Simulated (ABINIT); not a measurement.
# SiC (F-43m): a self-consistent loop beyond G0W0, cycle by cycle, part 2 of 3

Wanted: G0W0 and self-consistent gaps of SiC (F-43m), with the cost of the cycles.

ABINIT 10.8.3; PBE and many-body steps on it, plane waves. Known limits of the many-body steps: not at the basis limit.

So far. Step 4 (G0W0): The gap on the mesh goes from 1.36 eV to 2.13 eV, a correction of +0.77 eV. Step 5 (evGW0, cycle 1): Against G0W0 in ABINIT (6×6×6 mesh, 157 bands, screening to 359.2 eV, Godby-Needs plasmon pole), the gap moves by +0.199 eV. This first cycle still uses the starting levels; it takes the full correction, at all points of the mesh, and its linearised value is 2.133 eV.

### Step 6. evGW0, cycle 2

Level of this step: evGW0 on PBE, plane waves, norm-conserving pseudopotentials (ABINIT).

The corrected levels of the last cycle go back in.

run.abi

```
acell 3*1.0 Angstrom
rprim 
  -0.000000000000 2.179000000000 2.179000000000
  2.179000000000 -0.000000000000 2.179000000000
  2.179000000000 2.179000000000 -0.000000000000
ntypat 2
znucl 14 6
natom 2
typat 1 2
xred 
  0.000000000000 0.000000000000 0.000000000000
  0.250000000000 0.250000000000 0.250000000000
pp_dirpath "pseudos"
pseudos "Si.upf, C.upf"
ecut 37
ngkpt 6 6 6
nshiftk 1
shiftk 0 0 0
kptopt 1
chksymbreak 0
istwfk *1
occopt 1
irdwfk 1
optdriver 4
nband 157
gwcalctyp 10
ecutsigx 37
symsigma 1
nkptgw 16
kptgw 
  0.0000000000 0.0000000000 0.0000000000
  0.1666666667 0.0000000000 0.0000000000
  0.3333333333 0.0000000000 0.0000000000
  0.5000000000 0.0000000000 0.0000000000
  0.1666666667 0.1666666667 0.0000000000
  0.3333333333 0.1666666667 0.0000000000
  0.5000000000 0.1666666667 0.0000000000
  -0.3333333333 0.1666666667 0.0000000000
  -0.1666666667 0.1666666667 0.0000000000
  0.3333333333 0.3333333333 0.0000000000
  0.5000000000 0.3333333333 0.0000000000
  -0.3333333333 0.3333333333 0.0000000000
  0.5000000000 0.5000000000 0.0000000000
  0.5000000000 0.3333333333 0.1666666667
  -0.3333333333 0.3333333333 0.1666666667
  -0.3333333333 0.5000000000 0.1666666667
bdgw 
  1 8
  1 8
  1 8
  1 8
  1 8
  1 8
  1 8
  1 8
  1 8
  1 8
  1 8
  1 8
  1 8
  1 8
  1 8
  1 8
ecuteps 13.2
irdscr 1
ppmodel 1
irdqps 1
indata_prefix "in"
outdata_prefix "out"
tmpdata_prefix "tmp"
```

On the command line:

```bash
OMP_NUM_THREADS=1 mpirun -n 8 abinit run.abi > log
```

Output:

```text
.Version 10.8.3 of ABINIT. v10.8.2 released Aug 2026.

 Symmetries : space group F-4 3 m (#216); Bravais cF (face-center cubic)
[... echo of the input left out ...]
== DATASET  1 ==================================================================
-   mpi_nproc: 8, omp_nthreads: 1 (-1 if OMP is not activated)

--- !DatasetInfo
iteration_state: {dtset: 1, }
dimensions: {natom: 2, nkpt: 16, mband: 157, nsppol: 1, nspinor: 1, nspden: 1, mpw: 1524, }
cutoff_energies: {ecut:  37.0, pawecutdg:  -1.0, }
[...]
.  kptgw no:  3; Maximum DeltaE = (  -0.092  -0.001) for band index:  8
[...]
.  kptgw no: 15; Maximum DeltaE = (  -0.108  -0.001) for band index:  7
.  kptgw no: 16; Maximum DeltaE = (  -0.102  -0.001) for band index:  8

== END DATASET(S) ==============================================================
================================================================================

 -outvars: echo values of variables after computation  --------
           etotal      0.0000000000E+00
            nband         157
             nkpt          16
          spgroup         216
 [... the other variables as echoed above ...]

 Calculation completed.
```

The job ended after 14 min (8 MPI ranks of Arm Neoverse V2, shared host; peak memory 2.4 GiB).

This step gave:

* quasiparticle gap on the mesh: 2.261 eV
* gap of the density functional on the mesh: 1.361 eV
* k of the valence top: 0, 0, 0
* k of the conduction bottom: 0.5, 0.5, 0
* least direct quasiparticle gap on the computed points: 5.779 eV

Against the cycle before, the gap moves by −0.071 eV.

### Step 7. evGW0, cycle 3

run.abi is that of step 6.

Output:

```text
.Version 10.8.3 of ABINIT. v10.8.2 released Aug 2026.

 Symmetries : space group F-4 3 m (#216); Bravais cF (face-center cubic)
[... echo of the input left out ...]
== DATASET  1 ==================================================================
-   mpi_nproc: 8, omp_nthreads: 1 (-1 if OMP is not activated)

--- !DatasetInfo
iteration_state: {dtset: 1, }
dimensions: {natom: 2, nkpt: 16, mband: 157, nsppol: 1, nspinor: 1, nspden: 1, mpw: 1524, }
cutoff_energies: {ecut:  37.0, pawecutdg:  -1.0, }
[...]
.  kptgw no:  3; Maximum DeltaE = (   0.014  -0.001) for band index:  8
[...]
.  kptgw no: 15; Maximum DeltaE = (   0.017  -0.001) for band index:  7
.  kptgw no: 16; Maximum DeltaE = (  -0.023   0.000) for band index:  1

== END DATASET(S) ==============================================================
================================================================================

 -outvars: echo values of variables after computation  --------
           etotal      0.0000000000E+00
            nband         157
             nkpt          16
          spgroup         216
 [... the other variables as echoed above ...]

 Calculation completed.
```

It took 14 min on 8 MPI ranks; peak memory 2.4 GiB.

Numbers from this step:

- quasiparticle gap on the mesh: 2.264 eV
- gap of the density functional on the mesh: 1.361 eV
- k of the valence top: 0, 0, 0
- k of the conduction bottom: 0.5, 0.5, 0
- least direct quasiparticle gap on the computed points: 5.789 eV

Against the cycle before, the gap moves by +0.003 eV.

### Step 8. Screening, 6×6×6 mesh, 157 bands, screening to 359.2 eV

This step: RPA screening on PBE, plane waves, norm-conserving pseudopotentials.

run.abi

```
acell 3*1.0 Angstrom
rprim 
  -0.000000000000 2.179000000000 2.179000000000
  2.179000000000 -0.000000000000 2.179000000000
  2.179000000000 2.179000000000 -0.000000000000
ntypat 2
znucl 14 6
natom 2
typat 1 2
xred 
  0.000000000000 0.000000000000 0.000000000000
  0.250000000000 0.250000000000 0.250000000000
pp_dirpath "pseudos"
pseudos "Si.upf, C.upf"
ecut 37
ngkpt 6 6 6
nshiftk 1
shiftk 0 0 0
kptopt 1
chksymbreak 0
istwfk *1
occopt 1
irdwfk 1
optdriver 3
nband 157
ecuteps 13.2
inclvkb 2
awtr 1
symchi 1
gwcalctyp 10
mbpt_sciss 1.261 eV
nqptdm 1
qptdm 
  0 0 0
indata_prefix "in"
outdata_prefix "out"
tmpdata_prefix "tmp"
```

Output:

```text
.Version 10.8.3 of ABINIT. v10.8.2 released Aug 2026.

 Symmetries : space group F-4 3 m (#216); Bravais cF (face-center cubic)
[... echo of the input left out ...]
== DATASET  1 ==================================================================
-   mpi_nproc: 8, omp_nthreads: 1 (-1 if OMP is not activated)

--- !DatasetInfo
iteration_state: {dtset: 1, }
dimensions: {natom: 2, nkpt: 16, mband: 157, nsppol: 1, nspinor: 1, nspden: 1, mpw: 1524, }
cutoff_energies: {ecut:  37.0, pawecutdg:  -1.0, }
electrons: {nelect:   8.00000000E+00, charge:   0.00000000E+00, occopt:   1.00000000E+00, tsmear:   1.00000000E-02, }

 SCREENING: Calculation of the susceptibility and dielectric matrices

 Based on a program developped by R.W. Godby, V. Olevano, G. Onida, and L. Reining.
 Incorporated in ABINIT by V. Olevano, G.-M. Rignanese, and M. Torrent.
.Using double precision arithmetic ; gwpc =  8

[... cell and pseudopotentials left out ...]
--------------------------------------------------------------------------------

 ==== K-mesh for the wavefunctions ====
 Number of points in the irreducible wedge :    16
[... list of points left out ...]
 Together with 24 symmetry operations and time-reversal symmetry
 yields   216 points in the full Brillouin Zone.

 ==== Q-mesh for the screening function ====
 Number of points in the irreducible wedge :    16
[... list of points left out ...]
 Together with 24 symmetry operations and time-reversal symmetry
 yields   216 points in the full Brillouin Zone.

 setmesh: FFT mesh size selected  =    25x   25x   25
          total number of points  =        15625

 vcoul_init : cutoff-mode = AUXILIARY_FUNCTION
 q-points for optical limit:   1
     1)      0.000010    0.000020    0.000030

 Dielectric matrix will be calculated only for some
 selected q points provided by the user through the input variables
 nqptdm and qptdm

- screening: taking advantage of time-reversal symmetry
- Maximum band index for partially occupied states nbvw = 4
- Remaining bands to be divided among processors   nbcw = 153
- Number of bands treated by each node ~19

 rdqps: reading QP wavefunctions of the previous step
        looking for file in_QPS
 file not found, 1st iteration initialized with KS eigenelements

 screening : performing a first self-consistency
 update of the energies in W by a scissor operator
 applying a scissor operator of [eV] :   1.261

 Number of electrons calculated from density =    8.0000; Expected =    8.0000
 average of density, n =  0.057292
 r_s =    1.6092
 omega_plasma =   23.0888 [eV]

 calculating chi0 at frequencies [eV] :
  1    0.000000E+00    0.000000E+00
  2    0.000000E+00    2.308880E+01

--------------------------------------------------------------------------------
  q-point number  1        q = ( 0.000000, 0.000000, 0.000000) [r.l.u.]
--------------------------------------------------------------------------------
[... chi0 elements left out ...]
 For q-point:  0.000010 0.000020 0.000030
  dielectric constant =   6.2202
  dielectric constant without local fields =   6.7396

  Average fulfillment of the sum rule on Im[epsilon] for q-point    1 :     97.70  [%]
[... wings left out ...]
== END DATASET(S) ==============================================================
================================================================================

 -outvars: echo values of variables after computation  --------
           etotal      0.0000000000E+00
            nband         157
             nkpt          16
          spgroup         216
 [... the other variables as echoed above ...]

 Calculation completed.
```

The job ended after 3.3 s (8 MPI ranks; peak memory 1.4 GiB; 26 s of CPU time).

This step gave:

* ε∞ with local fields, on this mesh, along the program's q direction: 6.220
* the same without local fields: 6.740
* plasma frequency: 23.09 eV
* plane waves in the screening matrix: 331

This screening uses the functional's bands under a rigid shift, the mean opening of the cycle before.

### Step 9. Screening, 6×6×6 mesh, 157 bands, screening to 359.2 eV

This step: RPA screening on PBE from quasiparticle energies, plane waves, norm-conserving pseudopotentials.

run.abi, as its differences from that of step 8:

```diff
@@ -29,7 +29,21 @@
 symchi 1
+irdqps 1
 gwcalctyp 10
-mbpt_sciss 1.261 eV
-nqptdm 1
+nqptdm 15
 qptdm 
-  0 0 0
+  0.1666666667 0.0000000000 0.0000000000
+  0.3333333333 0.0000000000 0.0000000000
+  0.5000000000 0.0000000000 0.0000000000
+  0.1666666667 0.1666666667 0.0000000000
+  0.3333333333 0.1666666667 0.0000000000
+  0.5000000000 0.1666666667 0.0000000000
+  -0.3333333333 0.1666666667 0.0000000000
+  -0.1666666667 0.1666666667 0.0000000000
+  0.3333333333 0.3333333333 0.0000000000
+  0.5000000000 0.3333333333 0.0000000000
+  -0.3333333333 0.3333333333 0.0000000000
+  0.5000000000 0.5000000000 0.0000000000
+  0.5000000000 0.3333333333 0.1666666667
+  -0.3333333333 0.3333333333 0.1666666667
+  -0.3333333333 0.5000000000 0.1666666667
 indata_prefix "in"
```

mrgscr.stdin

```
2
merged
q0_SCR
out_SCR
1
```

On the command line:

```bash
OMP_NUM_THREADS=1 mpirun -n 8 abinit run.abi > log; mrgscr < mrgscr.stdin
```

Output:

```text
.Version 10.8.3 of ABINIT. v10.8.2 released Aug 2026.

 Symmetries : space group F-4 3 m (#216); Bravais cF (face-center cubic)
[... echo of the input left out ...]
== DATASET  1 ==================================================================
-   mpi_nproc: 8, omp_nthreads: 1 (-1 if OMP is not activated)

--- !DatasetInfo
iteration_state: {dtset: 1, }
dimensions: {natom: 2, nkpt: 16, mband: 157, nsppol: 1, nspinor: 1, nspden: 1, mpw: 1524, }
cutoff_energies: {ecut:  37.0, pawecutdg:  -1.0, }
[...]
q-point number  1        q = ( 0.166667, 0.000000, 0.000000) [r.l.u.]
--------------------------------------------------------------------------------
[... chi0 elements left out ...]
  Average fulfillment of the sum rule on Im[epsilon] for q-point    2 :    107.36  [%]

--------------------------------------------------------------------------------
  q-point number  2        q = ( 0.333333, 0.000000, 0.000000) [r.l.u.]
--------------------------------------------------------------------------------
[... chi0 elements left out ...]
  Average fulfillment of the sum rule on Im[epsilon] for q-point    3 :    102.81  [%]

 [... 13 further q-points ...]
```

Wall time 38 s (8 MPI ranks); peak memory 1.5 GiB.

This step gave:

* plasma frequency: 23.09 eV
* plane waves in the screening matrix: 331

This screening reads the quasiparticle levels of the cycle before.

### Step 10. evGW, cycle 1

This step: evGW on PBE, plane waves, norm-conserving pseudopotentials.

run.abi, as its differences from that of step 9:

```diff
@@ -23,12 +23,10 @@
 irdwfk 1
-optdriver 3
+optdriver 4
 nband 157
-ecuteps 13.2
-inclvkb 2
-awtr 1
-symchi 1
-irdqps 1
 gwcalctyp 10
-nqptdm 15
-qptdm 
+ecutsigx 37
+symsigma 1
+nkptgw 16
+kptgw 
+  0.0000000000 0.0000000000 0.0000000000
   0.1666666667 0.0000000000 0.0000000000
@@ -48,2 +46,23 @@
   -0.3333333333 0.5000000000 0.1666666667
+bdgw 
+  1 8
+  1 8
+  1 8
+  1 8
+  1 8
+  1 8
+  1 8
+  1 8
+  1 8
+  1 8
+  1 8
+  1 8
+  1 8
+  1 8
+  1 8
+  1 8
+ecuteps 13.2
+irdscr 1
+ppmodel 1
+irdqps 1
 indata_prefix "in"
```

On the command line:

```bash
OMP_NUM_THREADS=1 mpirun -n 8 abinit run.abi > log
```

Output:

```text
.Version 10.8.3 of ABINIT. v10.8.2 released Aug 2026.

 Symmetries : space group F-4 3 m (#216); Bravais cF (face-center cubic)
[... echo of the input left out ...]
== DATASET  1 ==================================================================
-   mpi_nproc: 8, omp_nthreads: 1 (-1 if OMP is not activated)

--- !DatasetInfo
iteration_state: {dtset: 1, }
dimensions: {natom: 2, nkpt: 16, mband: 157, nsppol: 1, nspinor: 1, nspden: 1, mpw: 1524, }
cutoff_energies: {ecut:  37.0, pawecutdg:  -1.0, }
[...]
.  kptgw no:  3; Maximum DeltaE = (  -0.305   0.003) for band index:  1
[...]
.  kptgw no: 15; Maximum DeltaE = (  -0.260   0.000) for band index:  1
.  kptgw no: 16; Maximum DeltaE = (  -0.264   0.001) for band index:  1

== END DATASET(S) ==============================================================
================================================================================

 -outvars: echo values of variables after computation  --------
           etotal      0.0000000000E+00
            nband         157
             nkpt          16
          spgroup         216
 [... the other variables as echoed above ...]

 Calculation completed.
```

Wall time 14 min (8 MPI ranks); peak memory 2.4 GiB.

This step gave:

- quasiparticle gap on the mesh: 2.453 eV
- gap of the density functional on the mesh: 1.361 eV
- k of the valence top: 0, 0, 0
- k of the conduction bottom: 0.5, 0.5, 0
- least direct quasiparticle gap on the computed points: 6.014 eV

Against G0W0 in ABINIT (6×6×6 mesh, 157 bands, screening to 359.2 eV, Godby-Needs plasmon pole), the gap moves by +0.320 eV.

### Step 11. Screening, 6×6×6 mesh, 157 bands, screening to 359.2 eV

This step: RPA screening on PBE, plane waves, norm-conserving pseudopotentials.

run.abi

```
acell 3*1.0 Angstrom
rprim 
  -0.000000000000 2.179000000000 2.179000000000
  2.179000000000 -0.000000000000 2.179000000000
  2.179000000000 2.179000000000 -0.000000000000
ntypat 2
znucl 14 6
natom 2
typat 1 2
xred 
  0.000000000000 0.000000000000 0.000000000000
  0.250000000000 0.250000000000 0.250000000000
pp_dirpath "pseudos"
pseudos "Si.upf, C.upf"
ecut 37
ngkpt 6 6 6
nshiftk 1
shiftk 0 0 0
kptopt 1
chksymbreak 0
istwfk *1
occopt 1
irdwfk 1
optdriver 3
nband 157
ecuteps 13.2
inclvkb 2
awtr 1
symchi 1
gwcalctyp 10
mbpt_sciss 1.496 eV
nqptdm 1
qptdm 
  0 0 0
indata_prefix "in"
outdata_prefix "out"
tmpdata_prefix "tmp"
```

Output:

```text
.Version 10.8.3 of ABINIT. v10.8.2 released Aug 2026.

 Symmetries : space group F-4 3 m (#216); Bravais cF (face-center cubic)
[... echo of the input left out ...]
== DATASET  1 ==================================================================
-   mpi_nproc: 8, omp_nthreads: 1 (-1 if OMP is not activated)

--- !DatasetInfo
iteration_state: {dtset: 1, }
dimensions: {natom: 2, nkpt: 16, mband: 157, nsppol: 1, nspinor: 1, nspden: 1, mpw: 1524, }
cutoff_energies: {ecut:  37.0, pawecutdg:  -1.0, }
[...]
[... chi0 elements left out ...]
 For q-point:  0.000010 0.000020 0.000030
  dielectric constant =   6.0877
  dielectric constant without local fields =   6.5862

  Average fulfillment of the sum rule on Im[epsilon] for q-point    1 :     98.22  [%]
[... wings left out ...]
== END DATASET(S) ==============================================================
================================================================================

 -outvars: echo values of variables after computation  --------
           etotal      0.0000000000E+00
            nband         157
             nkpt          16
          spgroup         216
 [... the other variables as echoed above ...]

 Calculation completed.
```

It took 3.3 s on 8 MPI ranks; peak memory 1.4 GiB; 26 s of CPU time.

Numbers from this step:

| Property | Result |
| --- | --- |
| ε∞ with local fields, on this mesh, along the program's q direction | 6.088 |
| the same without local fields | 6.586 |
| plasma frequency | 23.09 eV |
| plane waves in the screening matrix | 331 |

This screening uses the functional's bands under a rigid shift, the mean opening of the cycle before.

### Step 12. Screening, 6×6×6 mesh, 157 bands, screening to 359.2 eV

This step: RPA screening on PBE from quasiparticle energies, plane waves, norm-conserving pseudopotentials.

run.abi, as its differences from that of step 11:

```diff
@@ -29,7 +29,21 @@
 symchi 1
+irdqps 1
 gwcalctyp 10
-mbpt_sciss 1.496 eV
-nqptdm 1
+nqptdm 15
 qptdm 
-  0 0 0
+  0.1666666667 0.0000000000 0.0000000000
+  0.3333333333 0.0000000000 0.0000000000
+  0.5000000000 0.0000000000 0.0000000000
+  0.1666666667 0.1666666667 0.0000000000
+  0.3333333333 0.1666666667 0.0000000000
+  0.5000000000 0.1666666667 0.0000000000
+  -0.3333333333 0.1666666667 0.0000000000
+  -0.1666666667 0.1666666667 0.0000000000
+  0.3333333333 0.3333333333 0.0000000000
+  0.5000000000 0.3333333333 0.0000000000
+  -0.3333333333 0.3333333333 0.0000000000
+  0.5000000000 0.5000000000 0.0000000000
+  0.5000000000 0.3333333333 0.1666666667
+  -0.3333333333 0.3333333333 0.1666666667
+  -0.3333333333 0.5000000000 0.1666666667
 indata_prefix "in"
```

mrgscr.stdin is that of step 9.

On the command line:

```bash
OMP_NUM_THREADS=1 mpirun -n 8 abinit run.abi > log; mrgscr < mrgscr.stdin
```

Output:

```text
.Version 10.8.3 of ABINIT. v10.8.2 released Aug 2026.

 Symmetries : space group F-4 3 m (#216); Bravais cF (face-center cubic)
[... echo of the input left out ...]
== DATASET  1 ==================================================================
-   mpi_nproc: 8, omp_nthreads: 1 (-1 if OMP is not activated)

--- !DatasetInfo
iteration_state: {dtset: 1, }
dimensions: {natom: 2, nkpt: 16, mband: 157, nsppol: 1, nspinor: 1, nspden: 1, mpw: 1524, }
cutoff_energies: {ecut:  37.0, pawecutdg:  -1.0, }
[...]
q-point number  1        q = ( 0.166667, 0.000000, 0.000000) [r.l.u.]
--------------------------------------------------------------------------------
[... chi0 elements left out ...]
  Average fulfillment of the sum rule on Im[epsilon] for q-point    2 :    109.20  [%]

--------------------------------------------------------------------------------
  q-point number  2        q = ( 0.333333, 0.000000, 0.000000) [r.l.u.]
--------------------------------------------------------------------------------
[... chi0 elements left out ...]
  Average fulfillment of the sum rule on Im[epsilon] for q-point    3 :    103.97  [%]

 [... 13 further q-points ...]
```

Elapsed: 38 s, on 8 MPI ranks; peak memory 1.5 GiB.

This step gave:

```yaml
plasma_frequency: 23.09 eV
plane_waves_in_the_screening_matrix: 331
```

This screening reads the quasiparticle levels of the cycle before.

### Step 13. evGW, cycle 2

This step: evGW on PBE, plane waves, norm-conserving pseudopotentials.

run.abi, as its differences from that of step 12:

```diff
@@ -23,12 +23,10 @@
 irdwfk 1
-optdriver 3
+optdriver 4
 nband 157
-ecuteps 13.2
-inclvkb 2
-awtr 1
-symchi 1
-irdqps 1
 gwcalctyp 10
-nqptdm 15
-qptdm 
+ecutsigx 37
+symsigma 1
+nkptgw 16
+kptgw 
+  0.0000000000 0.0000000000 0.0000000000
   0.1666666667 0.0000000000 0.0000000000
@@ -48,2 +46,23 @@
   -0.3333333333 0.5000000000 0.1666666667
+bdgw 
+  1 8
+  1 8
+  1 8
+  1 8
+  1 8
+  1 8
+  1 8
+  1 8
+  1 8
+  1 8
+  1 8
+  1 8
+  1 8
+  1 8
+  1 8
+  1 8
+ecuteps 13.2
+irdscr 1
+ppmodel 1
+irdqps 1
 indata_prefix "in"
```

On the command line:

```bash
OMP_NUM_THREADS=1 mpirun -n 8 abinit run.abi > log
```

Output:

```text
.Version 10.8.3 of ABINIT. v10.8.2 released Aug 2026.

 Symmetries : space group F-4 3 m (#216); Bravais cF (face-center cubic)
[... echo of the input left out ...]
== DATASET  1 ==================================================================
-   mpi_nproc: 8, omp_nthreads: 1 (-1 if OMP is not activated)

--- !DatasetInfo
iteration_state: {dtset: 1, }
dimensions: {natom: 2, nkpt: 16, mband: 157, nsppol: 1, nspinor: 1, nspden: 1, mpw: 1524, }
cutoff_energies: {ecut:  37.0, pawecutdg:  -1.0, }
[...]
.  kptgw no:  3; Maximum DeltaE = (  -0.021   0.000) for band index:  2
[...]
.  kptgw no: 15; Maximum DeltaE = (  -0.017   0.000) for band index:  3
.  kptgw no: 16; Maximum DeltaE = (  -0.017  -0.000) for band index:  3

== END DATASET(S) ==============================================================
================================================================================

 -outvars: echo values of variables after computation  --------
           etotal      0.0000000000E+00
            nband         157
             nkpt          16
          spgroup         216
 [... the other variables as echoed above ...]

 Calculation completed.
```

Elapsed: 14 min, on 8 MPI ranks; peak memory 2.4 GiB; 1.9 h of CPU time.

Numbers from this step:

- quasiparticle gap on the mesh: 2.473 eV
- gap of the density functional on the mesh: 1.361 eV
- k of the valence top: 0, 0, 0
- k of the conduction bottom: 0.5, 0.5, 0
- least direct quasiparticle gap on the computed points: 6.038 eV

Against the cycle before, the gap moves by +0.020 eV.

(Part 2 of 3 ends here.)

[Paths, hosts, dates, memory and timing lines, banners, echoed tables and standing remarks are left out of the program output.]

[Logs are printed without paths, hosts, clocks, repeated set-up lines and the standing remarks that a program may print on its own settings, such as how far it seeks lower states.]

[Runs of the session that timed out or met a known fault of the program may be left out.]

[Hosts, paths, dates, database ids (printed as entryN), source tags and the programs' standing remarks are cut or masked in the printed files.]

[G0W0 gaps are taken among the corrected bands and points alone; a level outside them can change the order at an edge.]

[Where Ansatz stands beside ABINIT at settings called matched, ABINIT's density can come from a denser mesh and the files from another edition; pairs whose starting gaps differed by over 0.03 eV were left out, so agreement reads better than it is.]
